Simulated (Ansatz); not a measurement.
Here is an unrelaxed guess for AlRu.

```xyz
2
Lattice="-2.0181 2.0181 1.8530 2.0181 -2.0181 1.8530 2.0181 2.0181 -1.8530" Properties=species:S:1:pos:R:3 pbc="T T T"
Al    0.0000    0.0000    1.8530
Ru    0.0000    0.0000    0.0000
```

Level of theory: DFT PBE, scalar-relativistic, plane waves, PAW in Ansatz 0.2.0. Plane waves to 420 eV, a k mesh through Γ of 6×6×6 on the computed 2-atom cell and Gaussian smearing (0.10 eV); no spin polarisation.

Energies over the elements count from the elements' standard structures at the same level, with no fitted energy shifts.

**Question.** Estimate its pressure, forces and energy as it stands.

**Answer.** The pressure is 66.4 GPa (the mean over three directions, positive in compression), the largest force is 0.00 eV/Å (symmetry fixes the atoms), and the energy is +2.98 eV/atom against the elements. The shortest distance is 1.85 Å.

**Question.** How much does it gain on relaxing, and where does it end?

**Answer.** Relaxing gains about 2.8 eV/atom (the start's value is from the coarse mesh, so the gain is rough) in 17 ionic steps and ends at +0.15 eV/atom on the finer mesh. The symmetry goes from I4/mmm (No. 139) to Fm-3m (No. 225). The end has the rock salt type. The volume per atom grows by 2.4 %, from 15.1 to 15.5 Å³. The shortest distance goes from 1.85 Å (Al–Ru) to 2.49 Å (Al–Ru). Conventional cell: a = 4.982 Å. Around Al lie 6 Ru at 2.49 Å; around Ru lie 6 Al at 2.49 Å.

The last run used collinear spin, a 20×20×20 mesh for its 2-atom cell and Gaussian smearing of 0.10 eV. The relaxation can't lower the symmetry of the start. A structure relaxed within its symmetry needn't be a true minimum. Another cell of AlRu relaxed alike but without spin, in Pm-3m (a cell as deposited in COD), lies 0.79 eV/atom lower, so this cell isn't the stable form at this level.
